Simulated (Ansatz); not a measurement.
NiGe (Pnma), symmetry broken, then relaxed

Level of theory: Ansatz, DFT PBE, scalar-relativistic, plane waves, PAW. Cutoff 420 eV, Γ-centred 6×10×6 k-points, Gaussian smearing of 0.15 eV. No spin polarisation. A magnetic state may lie lower. Energies are free energies at this smearing, counted from the undisturbed cell; pressure is positive in compression.

The starting cell (relaxed at this level):

```
Ni Ge
1.0
     5.39666    0.00000    0.00000
     0.00000    3.48088    0.00000
     0.00000    0.00000    5.84608
Ni Ge
4 4
Direct
  0.99428 0.75000 0.19018
  0.00572 0.25000 0.80982
  0.50572 0.25000 0.69018
  0.49428 0.75000 0.30982
  0.81033 0.75000 0.58743
  0.18967 0.25000 0.41257
  0.68967 0.25000 0.08743
  0.31033 0.75000 0.91257
```

The atoms are displaced (Å, in the unstrained cell):

```tsv
atom	ux	uy	uz
Ni1	-0.006	-0.002	0.003
Ni2	-0.006	-0.002	0.003
Ni3	-0.006	-0.002	0.003
Ni4	-0.006	-0.002	0.003
Ge5	-0.006	-0.002	0.003
Ge6	-0.006	-0.002	0.003
Ge7	0.045	0.017	-0.021
Ge8	-0.006	-0.002	0.003
```

Cell and atoms are then relaxed.

**Question.** Does the relaxation return to the undisturbed structure?

**Answer.** Yes (up to a choice of domain or origin): same space group and volume, and an energy 0.0 meV/atom from it. The disturbance itself cost 2.4 meV/atom. The final space group reads Pnma (tolerance 0.05 Å) and the volume changes by 0.01 %.

Final structure:

```yaml
crystal:
  lattice:
    - [5.41410, 0.00052, -0.00008]
    - [0.00034, 3.47617, 0.00015]
    - [-0.00009, 0.00025, 5.83554]
  atoms:
    - { symbol: Ni, position: [0.99429, 0.74997, 0.18985] }
    - { symbol: Ni, position: [0.00574, 0.24998, 0.81011] }
    - { symbol: Ni, position: [0.50573, 0.25000, 0.68987] }
    - { symbol: Ni, position: [0.49432, 0.75007, 0.31016] }
    - { symbol: Ge, position: [0.81024, 0.75001, 0.58728] }
    - { symbol: Ge, position: [0.18970, 0.24997, 0.41275] }
    - { symbol: Ge, position: [0.68972, 0.25004, 0.08723] }
    - { symbol: Ge, position: [0.31026, 0.74996, 0.91275] }
```

The relaxation, step by step (energy from the first step; small jumps at an unchanged geometry come where the plane waves are selected anew for the new cell):

```tsv
step	ΔE (meV/atom)	largest force component (eV/Å)	pressure (GPa)
1	0.0	0.557	0.23
2	-1.7	0.272	0.15
3	-2.4	0.005	-0.04
4	-2.4	0.005	-0.04
```

Cost: 3 runs of about 14 core-minutes in all, on Arm Neoverse V2 (shared hosts).